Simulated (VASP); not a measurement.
# PbTe: an input that fails (self-consistent run)

PbTe, Fm-3m (no. 225), 2 atoms in the cell.

INCAR:
```
SYSTEM = TePb
PREC = Normal
ENCUT = 250
EDIFF = 1E-5
ISMEAR = 0
SIGMA = 0.05
LREAL = .False.
LASPH = .True.
NELM = 40
ALGO = Normal
ISIF = 2
LWAVE = .False.
LCHARG = .False.
PLUGINS/FORCE_AND_STRESS = .True.
```

KPOINTS:
```
k-points
0
Gamma
  3 3 3
```

POSCAR:
```
TePb
1.0
    0.0000000000      3.2310000000      3.2310000000
    3.2310000000      0.0000000000      3.2310000000
    3.2310000000      3.2310000000      0.0000000000
Pb Te
1 1
Direct
    0.0000000000      0.0000000000      0.0000000000
    0.5000000000      0.5000000000      0.5000000000
```

Commands:
```
cat potpaw_PBE.64/Pb_d/POTCAR potpaw_PBE.64/Te/POTCAR > POTCAR
mpirun -np 1 vasp_std > vasp.out
```

VASP stops with:
```
PLUGINS/FORCE_AND_STRESS was set in the INCAR file but the code was not compiled with PLUGINS support. Please recompile with -DPLUGINS and rerun the calculation! ---->  I REFUSE TO CONTINUE WITH THIS SICK JOB ... BYE!!! <----
```

Cause: an option that this build lacks.
